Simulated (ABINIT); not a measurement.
# Hf (Fm-3m) in ABINIT: single point with LDA

Aim: the single point of Hf with LDA.

Everything below comes from runs of ABINIT 10.8.3 (patched build). Logs are shortened: lines on timing, memory, paths and dates and some standing lists are left out, and cuts for length are marked. The log counts tension as positive stress, the text compression.

## 1. The structure

The structure is cubic, space group Fm-3m (No. 225). The conventional cell has a = 4.440 Å, b = 4.440 Å, c = 4.440 Å, α = 90.00°, β = 90.00°, γ = 90.00°. Hf (site symmetry m-3m) has 12 Hf at 3.14 Å as nearest neighbours.

This isn't the form of Hf at room conditions, which is hcp.

## 2. Single point, LDA

File run.abi:

```
# Pseudopotentials
pp_dirpath "./"
pseudos "Hf.upf"

# Structure
acell 3*1.0
rprim
     0.0000000000     4.1951919967     4.1951919967
     4.1951919967     0.0000000000     4.1951919967
     4.1951919967     4.1951919967     0.0000000000
ntypat 1
znucl 72
natom 1
typat 1
xcart
     0.0000000000     0.0000000000     0.0000000000

# Plane-wave basis
ecut 26.0

# k points
kptopt 1
ngkpt 8 8 8
nshiftk 1
shiftk 0.0 0.0 0.0

# Exchange and correlation
ixc 7

# Bands and occupations
nband 10
occopt 3
tsmear 0.00183747

# SCF cycle
nstep 100
tolvrs 1.0e-10

# Output
iomode 3
prtwf 0
prtden 0
prteig 0
prtebands 0
```

Potentials or basis: PseudoDojo NC SR LDA v0.4.1 standard.

The run is started by

```bash
> abinit run.abi > log 2>&1
```

run.abo:

```text
.Version 10.8.3 of ABINIT
 Symmetries : space group Fm -3 m (#225); Bravais cF (face-center cubic)
================================================================================
 Values of the parameters that define the memory need of the present run
     intxc =       0    ionmov =       0      iscf =       7    lmnmax =       8
     lnmax =       8     mgfft =      30  mpssoang =       4    mqgrid =    3001
     natom =       1  nloc_mem =       1    nspden =       1   nspinor =       1
    nsppol =       1      nsym =      48    n1xccc =    2501    ntypat =       1
    occopt =       3   xclevel =       1
       mpw =         950          nfft =       27000          nkpt =          29
================================================================================
================================================================================

--------------------------------------------------------------------------------
------------- Echo of variables that govern the present computation ------------
--------------------------------------------------------------------------------
 -outvars: echo values of preprocessed input variables --------
            acell      1.0000000000E+00  1.0000000000E+00  1.0000000000E+00 Bohr
              amu      1.78490000E+02
             ecut      2.60000000E+01 Hartree
              ixc           7
         kptrlatt        8    0    0      0    8    0      0    0    8
          kptrlen      4.74631793E+01
            natom           1
            nband          10
            ngfft          30      30      30
             nkpt          29
            nstep         100
             nsym          48
           ntypat           1
           occopt           3
           prtden           0
        prtebands           0
           prteig           0
            prtwf           0
            rprim      0.0000000000E+00  4.1951919967E+00  4.1951919967E+00
                       4.1951919967E+00  0.0000000000E+00  4.1951919967E+00
                       4.1951919967E+00  4.1951919967E+00  0.0000000000E+00
          spgroup         225
           tolvrs      1.00000000E-10
           tsmear      1.83747000E-03 Hartree
            typat      1
            znucl       72.00000

================================================================================

 chkinp: Checking input parameters for consistency.

================================================================================
== DATASET  1 ==================================================================

--- !DatasetInfo
iteration_state: {dtset: 1, }
dimensions: {natom: 1, nkpt: 29, mband: 10, nsppol: 1, nspinor: 1, nspden: 1, mpw: 950, }
cutoff_energies: {ecut:  26.0, pawecutdg:  -1.0, }
electrons: {nelect:   1.20000000E+01, charge:   0.00000000E+00, occopt:   3.00000000E+00, tsmear:   1.83747000E-03, }
meta: {optdriver: 0, ionmov: 0, optcell: 0, iscf: 7, paral_kgb: 0, }
...

 Exchange-correlation functional for the present dataset will be:
  LDA: Perdew-Wang 92 LSD fit to Ceperley-Alder data - ixc=7
  J.P.Perdew and Y.Wang, PRB 45, 13244 (1992)

[... 63 lines left out ...]
- [  2.45611297E-04,   0.00000000E+00,   0.00000000E+00, ]
- [  0.00000000E+00,   2.45611297E-04,   0.00000000E+00, ]
- [  0.00000000E+00,   0.00000000E+00,   2.45611297E-04, ]
pressure_GPa:  -7.2261E+00
xred      :
- [  0.0000E+00,   0.0000E+00,   0.0000E+00, Hf]
cartesian_forces: # hartree/bohr
- [ -0.00000000E+00,  -0.00000000E+00,  -0.00000000E+00, ]
force_length_stats: {min:   0.00000000E+00, max:   0.00000000E+00, mean:   0.00000000E+00, }
...

 Integrated electronic density in atomic spheres:
 ------------------------------------------------
 Atom  Sphere_radius  Integrated_density
    1        2.00000          8.42571243
================================================================================

 ----iterations are completed or convergence reached----

 Mean square residual over all n,k,spin=   18.259E-08; max=  21.220E-06
 reduced coordinates (array xred) for    1 atoms
       0.000000000000      0.000000000000      0.000000000000
 rms dE/dt=  0.0000E+00; max dE/dt=  0.0000E+00; dE/dt below (all hartree)
    1       0.000000000000      0.000000000000      0.000000000000

 cartesian coordinates (angstrom) at end:
    1      0.00000000000000     0.00000000000000     0.00000000000000

 cartesian forces (hartree/bohr) at end:
    1     -0.00000000000000    -0.00000000000000    -0.00000000000000
 frms,max,avg= 0.0000000E+00 0.0000000E+00   0.000E+00  0.000E+00  0.000E+00 h/b

 cartesian forces (eV/Angstrom) at end:
    1     -0.00000000000000    -0.00000000000000    -0.00000000000000
 frms,max,avg= 0.0000000E+00 0.0000000E+00   0.000E+00  0.000E+00  0.000E+00 e/A
 length scales=  1.000000000000  1.000000000000  1.000000000000 bohr
              =  0.529177210544  0.529177210544  0.529177210544 angstroms
 Fermi (or HOMO) energy (hartree) =   0.38348   Average Vxc (hartree)=  -0.44528
 Eigenvalues (hartree) for nkpt=  29  k points:
 kpt#   1, nband= 10, wtk=  0.00195, kpt=  0.0000  0.0000  0.0000 (reduced coord)
  -1.88293   -0.71535   -0.71535   -0.71535    0.11580    0.43220    0.43220    0.43220
   0.53654    0.53654
      occupation numbers for kpt#   1
   2.00000    2.00000    2.00000    2.00000    2.00000    0.00000    0.00000    0.00000
   0.00000    0.00000
 prteigrs : prtvol=0 or 1, do not print more k-points.

--- !EnergyTerms
iteration_state     : {dtset: 1, }
comment             : Components of total free energy in Hartree
kinetic             :  1.45012376483146E+01
hartree             :  6.98469835827203E+00
xc                  : -1.41315861968707E+01
Ewald energy        : -3.93438571578922E+01
psp_core            :  1.78279192624964E+00
local_psp           : -2.87742519373540E+01
non_local_psp       :  2.53820420248577E+00
internal            : -5.64427631567949E+01
'-kT*entropy'       : -5.39624834893881E-04
total_energy        : -5.64433027816298E+01
total_energy_eV     : -1.53590051298978E+03
band_energy         : -6.90396953660082E+00
...

 Cartesian components of stress tensor (hartree/bohr^3)
  sigma(1 1)=  2.45611297E-04  sigma(3 2)=  0.00000000E+00
  sigma(2 2)=  2.45611297E-04  sigma(3 1)=  0.00000000E+00
  sigma(3 3)=  2.45611297E-04  sigma(2 1)=  0.00000000E+00

-Cartesian components of stress tensor (GPa)         [Pressure= -7.2261E+00 GPa]
- sigma(1 1)=  7.22613383E+00  sigma(3 2)=  0.00000000E+00
- sigma(2 2)=  7.22613383E+00  sigma(3 1)=  0.00000000E+00
- sigma(3 3)=  7.22613383E+00  sigma(2 1)=  0.00000000E+00

== END DATASET(S) ==============================================================
================================================================================

 -outvars: echo values of variables after computation  --------
            acell      1.0000000000E+00  1.0000000000E+00  1.0000000000E+00 Bohr
           etotal     -5.6443302782E+01
            fcart     -0.0000000000E+00 -0.0000000000E+00 -0.0000000000E+00
            rprim      0.0000000000E+00  4.1951919967E+00  4.1951919967E+00
                       4.1951919967E+00  0.0000000000E+00  4.1951919967E+00
                       4.1951919967E+00  4.1951919967E+00  0.0000000000E+00
           strten      2.4561129671E-04  2.4561129671E-04  2.4561129671E-04
                       0.0000000000E+00  0.0000000000E+00  0.0000000000E+00
 Calculation completed.
```

It took 6.3 s on 1 thread of Intel Xeon Platinum 8375C at 2.90GHz (Ice Lake), shared host; peak memory 0.06 GiB.

Results:

```yaml
Free_energy: -1535.9005 eV
Pressure: -7.2 GPa
Band_gap_on_the_k_mesh: none (metal or under the smearing width)
Valence_electrons_inside_the_program's_atomic_spheres: Hf 8.43 (radii [1.0584] Å)
```

Levels at points of the mesh, in eV from the Fermi level:
```
           k point  band 3  band 4  band 5  band 6  band 7  band 8  band 9  band 10
(0.00, 0.00, 0.00)  -29.90  -29.90   -7.28    1.33    1.33    1.33    4.16     4.16
(0.50, 0.00, 0.00)  -30.02  -30.02   -3.74    0.74    1.09    1.09    6.37     6.37
(0.50, 0.50, 0.00)  -30.22  -30.22   -3.37   -2.25    2.70    6.37    7.02     7.02
```

Spin-orbit coupling is left out, which matters for the levels of Hf.
